## One aluminium crystal, ten pressures

A crystal whose atoms are held in place still shows whether it would like more room or less. In the table below, density-functional calculations with ten functionals treat the same cubic aluminium cell, with an edge of 4.05 Å. The pressure is positive when the cell pushes outward and would expand if released, and negative when it would shrink.

GPAW 26.7.0, plane-wave PAW density-functional calculations of fcc aluminium in a fixed one-atom cell (cubic edge 4.05 Å), without spin polarisation, spin–orbit coupling or dispersion correction. The plane-wave cutoff is 600 eV, the k-point mesh 11 × 11 × 11 and the Fermi–Dirac smearing width 0.05 eV; pressure is positive in compression.

```tsv
functional	potentials	pressure (GPa)
PBE	GPAW-PAW-data-sets-(gpaw-data-1.2.1)	-0.300
PBEsol	PAW-data-sets-made-by gpaw-setup-for-the-functional	-1.780
revPBE	GPAW-PAW-data-sets-(gpaw-data-1.2.1)	0.840
r2SCAN	GPAW-PAW-data-sets-(gpaw-data-1.2.1)	-3.300
BP86	PAW-data-sets-made-by gpaw-setup-for-the-functional	0.470
PBEint	PAW-data-sets-made-by gpaw-setup-for-the-functional	-1.150
TASK	GPAW-PAW-data-sets-(gpaw-data-1.2.1)	0.690
WC	PAW-data-sets-made-by gpaw-setup-for-the-functional	-1.470
mBEEF	GPAW-PAW-data-sets-(gpaw-data-1.2.1)	-2.600
rSCAN	GPAW-PAW-data-sets-(gpaw-data-1.2.1)	-2.830
```

### 1. Which functionals want a smaller cell, and which a larger one?

Seven functionals give a negative pressure and would contract the cell, r2SCAN most strongly at −3.3 GPa. BP86, TASK and revPBE would expand it, revPBE most strongly at +0.8 GPa. Since the atoms and the cell are the same in every row, this spread of about 4 GPa comes from the functionals and the atomic data sets used with them.

### 2. How much length does such a pressure stand for?

For a small change of a cubic cell, the relative change of volume is three times that of the edge. The edge at zero pressure therefore differs from the given one by the fraction P/(3B), where P is the pressure and B the bulk modulus, the stiffness against compression. For aluminium B is roughly 77 GPa, a recalled value.

For r2SCAN the fraction is −3.3/(3 × 77), or −1.4 %. That shortens the edge by about 0.06 Å, to roughly 3.99 Å. A pressure that sounds large to an engineer thus stands for a small change in length, because the metal is stiff.

### 3. What would change if the cell or the element were changed?

By the same rule, lengthening the edge by 1 % lowers the pressure by about 2.3 GPa. This is also the gap between revPBE and WC, so these two disagree by about 1 % in the edge they prefer. A series in which each functional relaxed its own cell would show zero pressure in every row and carry the disagreement in the edges instead. In a softer metal such as sodium, the same relative disagreement in length would appear as a much smaller pressure.

### 4. Why do functionals of the same family disagree?

The limiting case is a perfectly even electron gas. There the gradient-corrected functionals (GGAs) of the table all have the same exchange energy, so their exchange differs only where the density varies in space. The measure of this variation is the reduced gradient s, which is large where the density changes steeply compared with its own size. Each GGA multiplies the exchange energy of the even gas by a factor F(s), which is 1 at s = 0 and grows with s.

Between the atoms of aluminium the density is nearly even, so s should stay small there. Larger values are expected at the rim of each atom's inner shells, where the density falls steeply. Stretching the crystal thins the outer electrons, which then fill in less of this fall, and s rises. A functional whose F climbs steeply gains more exchange energy from the stretching, so it prefers a larger cell than one whose F climbs slowly. This argument from theory gives a rule for guessing the order: the steeper the climb of F, the larger the preferred cell.

Compared with PBE, PBEsol climbs more slowly, and its pressure is 1.5 GPa lower, though its correlation part differs as well. revPBE and WC are more telling, because both keep the correlation of PBE and start out from s = 0 exactly as PBE does. Around s = 1 revPBE climbs faster than PBE and WC more slowly, and their pressures move by +1.1 and −1.2 GPa. The climb at moderate gradients therefore seems to count, and not only the first rise near the even gas. This fits the rim of the inner shells better than the even region between the atoms.

### 5. Can the rule be turned into numbers?

The simplest version takes one typical gradient for the whole crystal:

pressure shift from PBE ≈ C × (slope of F − slope of F in PBE), both slopes taken at s = 1

The constant C was fitted to four rows: PBEsol, revPBE, PBEint and WC. The value s = 1 was the best of three that were tried, so it is in effect a second adjusted constant. The typical miss is 0.2 GPa, against about 0.6 GPa at s = 0.5 or 1.5; the printed output gives the details.

The model gets all four signs right but gives revPBE only 0.8 GPa of its 1.1 GPa shift. BP86, which was not part of the fit, shows the limit more clearly. At s = 1 its exchange climbs almost exactly as in PBE, so the model expects no shift, yet the calculation gives +0.8 GPa. BP86 also has a different correlation part, which the model ignores. The same holds for PBEsol and PBEint, so the fitted C takes up some of that effect. A single typical s may be too crude as well. Moreover, the data sets of BP86 were made in another way than those of PBE, as were those of PBEsol, PBEint and WC. The table cannot separate these causes.

### 6. Does a more elaborate functional mean a smaller cell?

r2SCAN, rSCAN, mBEEF and TASK are meta-GGAs, which also use the kinetic energy density of the electrons. With it they can distinguish a metallic region from one that holds a single electron pair, so a curve F(s) alone no longer describes them. Three of them give the lowest pressures of the table, while TASK lies 3.6 GPa above their mean. The family name therefore does not predict the size of the cell.

TASK was designed with band gaps in mind, not lattice constants, which makes its separate position plausible without explaining it. There is also a technical reservation. The atomic data sets used for meta-GGAs are normally generated with PBE, so the inner electrons are then not treated consistently. The energies of these runs point to such a mismatch: counted from the free atom of the data set, mBEEF gives −22 eV per atom and PBE −3.7 eV, a gap far too large for a difference in binding. How much the mismatch moves the pressure has not been tested here.

### 7. Is PBE the most accurate, since its pressure is closest to zero?

No, because zero is the wrong target. The cell has the edge that aluminium shows at room temperature, already lengthened by heat and by the zero-point motion of the atoms. The calculation contains neither, so an exact functional should want a smaller cell. If the two effects together lengthen the edge by roughly 0.03 Å, the right answer is near −1.7 GPa.

By this measure PBE makes the cell slightly too large. r2SCAN makes it too small, as far as its data set can be trusted. PBEsol and WC come close to the target. The target itself rests on rough values of the expansion and the stiffness, so it cannot decide which of these two is better.

### 8. Which digits can be trusted?

The broad order of these runs is clear: the low group of three meta-GGAs, then PBEsol, WC and PBEint, then PBE, and above it the three functionals that expand the cell. The places of the four meta-GGAs are less certain than the rest, because the effect of their data sets is untested. Differences of about 0.2 GPa, such as those between revPBE and TASK or between mBEEF and rSCAN, should not be interpreted. Not all rows use data sets of the same making, and no test with a finer mesh or another smearing is at hand. An error of the shared mesh is expected to move most rows alike, so it would disturb the comparison with the target in question 7 more than the order of the rows. For a length, a difference of this size hardly matters, since 0.2 GPa corresponds to less than 0.004 Å in the edge.

Printed output of the fit:

```
Pressure against PBE and rough edge at zero pressure:
     row  shift_from_PBE_GPa  edge_change_A  edge_A
     PBE                   0      -0.005259   4.044
  PBEsol               -1.48        -0.0312   4.018
  revPBE                1.14        0.01473   4.064
  r2SCAN                  -3       -0.05785   3.992
    BP86                0.77       0.008239   4.058
  PBEint               -0.85       -0.02016   4.029
    TASK                0.99         0.0121   4.062
      WC               -1.17       -0.02577   4.024
   mBEEF                -2.3       -0.04558   4.004
   rSCAN               -2.53       -0.04961       4
Spread of all pressures in GPa: 4.14
Pressure change when the edge grows by 1 percent in GPa: -2.31
Rough static target if heat and zero-point motion lengthen the edge by 0.03 A in GPa: -1.711
Slope model at s 1, shifts of PBEsol revPBE PBEint WC in GPa: -1.471, 0.7996, -0.8506, -1.377
Slope model at s 1, prediction less computed shift in GPa, same order: 0.009215, -0.3404, -0.0005655, -0.2071
Rms miss of the slope model at s 0.5 in GPa: 0.6188
Rms miss of the slope model at s 1 in GPa: 0.1993
Rms miss of the slope model at s 1.5 in GPa: 0.623
BP86 shift expected from its exchange slope at s 1 in GPa: 0.00365
Occupied band widths of revPBE and WC and their difference in eV: 11.11, 11.1, 0.01306
Pressure of revPBE less that of WC in GPa: 2.31
Kinetic pressure of a free electron gas of this density in GPa, order of magnitude: 135
TASK less the mean of r2SCAN rSCAN and mBEEF in GPa: 3.6
revPBE less TASK in GPa: 0.15
mBEEF less rSCAN in GPa: 0.23
```
